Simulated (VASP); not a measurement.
Runs of VASP 6.6.1 on BAs. The structure is cubic, space group F-43m (No. 216). The conventional cell has a = 4.777 Å, b = 4.777 Å, c = 4.777 Å, α = 90.00°, β = 90.00°, γ = 90.00°. As (site symmetry -43m) is surrounded by 4 B at 2.07 Å. B (site symmetry -43m) has 4 As at 2.07 Å as nearest neighbours. 

```csv
screening parameter,gap on the mesh (eV),pressure (GPa)
0.2,1.87,-0.5
0.4,1.54,(b)
0.1,2.17,(a)
0.3,1.67,-0.1
0.15,(c),-0.6
```

Alike in all rows: task single point; level HSE(alpha, omega); potentials or basis VASP PAW PBE potentials, release 64 (As, B); no spin polarisation; cell as given; k mesh 5 × 5 × 5; cutoff (eV) 520; smearing fermi-dirac 0.05 eV; the mesh is coarse, so values aren't converged.

Task: Fill in the values left out.

Result: (a) -0.8; (b) 0.4; (c) 2.00.

Caveats: all runs use coarse meshes; the PAW data sets were made with another functional, which shifts forces and pressure a little; an odd mesh through Γ misses points on the zone boundary, where band edges often lie.

A k mesh can miss the band edges, and the runs leave out spin-orbit coupling on As.
